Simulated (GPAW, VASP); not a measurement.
Given: the input of a run of GPAW 26.7.0 (ASE script) on HfB2. 

File run.py:

```python
from ase import Atoms
from ase.dft.bandgap import bandgap
from ase.io import write
from ase.units import GPa
from gpaw import GPAW, PW

atoms = Atoms(['Hf', 'B', 'B'],
              cell=[[3.14, 0.0, 0.0],
                    [-1.57, 2.7193197679, 0.0],
                    [0.0, 0.0, 3.48]],
              scaled_positions=[[0.0, 0.0, 0.0],
                                [0.6666666667, 0.3333333333, 0.5],
                                [0.3333333333, 0.6666666667, 0.5]],
              pbc=True)

calc = GPAW(mode=PW(800),
            xc='LDA',
            kpts={'size': (10, 10, 8), 'gamma': True},
            occupations={'name': 'fermi-dirac', 'width': 0.05},
            setups={'Hf': ':d,2.0'},
            nbands=20,
            convergence={'density': 1e-05, 'energy': 1e-05},
            maxiter=150,
            txt='gpaw.txt')
atoms.calc = calc
energy = atoms.get_potential_energy()
forces = atoms.get_forces()
stress = atoms.get_stress()
calc.write('gs.gpw')
write('result.traj', atoms)
print(f'Energy: {energy:.6f} eV')
print('Forces (eV/A):')
print(forces.round(4))
print('Stress (GPa):', (stress / GPa).round(3))
print('Fermi level:', round(calc.get_fermi_level(), 4), 'eV')
print(f'Gap: {bandgap(calc)[0]:.4f} eV, direct: {bandgap(calc, direct=True)[0]:.4f} eV')
```

Potentials or basis: the program's PAW data sets (release 1.2.1) made for this functional, pw.

Command:

```sh
$ OMP_NUM_THREADS=1 python run.py
```

Question: Translate it to VASP 6.6.1. Potentials or basis there: LDA PAW files B, Hf_pv, 520 eV.

Answer: As run (cutoffs and basis follow the program's own potentials, and thresholds, step limits or extra output files can differ):

The input INCAR:

```
SYSTEM = HfB2
ALGO = Fast
EDIFF = 1E-7
ENCUT = 520
ISIF = 2
ISMEAR = -1
LASPH = .True.
LCHARG = .False.
LDAU = .True.
LDAUJ = 0 0
LDAUL = 2 -1
LDAUPRINT = 1
LDAUTYPE = 2
LDAUU = 2 0
LMAXMIX = 4
LREAL = .False.
LWAVE = .False.
NBANDS = 15
NELM = 100
PREC = Accurate
SIGMA = 0.05
```

File KPOINTS:

```
k-points
0
Gamma
  10 10 8
  0 0 0
```

Contents of POSCAR:

```
HfB2
1.0
    3.1400000000      0.0000000000      0.0000000000
   -1.5700000000      2.7193197679      0.0000000000
    0.0000000000      0.0000000000      3.4800000000
Hf B
1 2
Direct
    0.0000000000      0.0000000000      0.0000000000
    0.6666666667      0.3333333333      0.5000000000
    0.3333333333      0.6666666667      0.5000000000
```

Potentials or basis: VASP PAW LDA potentials, release 64 (Hf_pv, B).

Run with:

```console
$ cat potpaw_LDA.64/Hf_pv/POTCAR potpaw_LDA.64/B/POTCAR > POTCAR
$ mpirun -np 1 vasp_std > vasp.out
```

Both were run:

|  | GPAW | VASP |
| --- | --- | --- |
| Pressure | -4.3 GPa | -4.1 GPa |

The potentials hold 18 and 16 valence electrons a cell.

The two programs' LDA may be different fits to the electron gas.

How U acts hangs on each program's projectors.

Pressure is positive in compression.
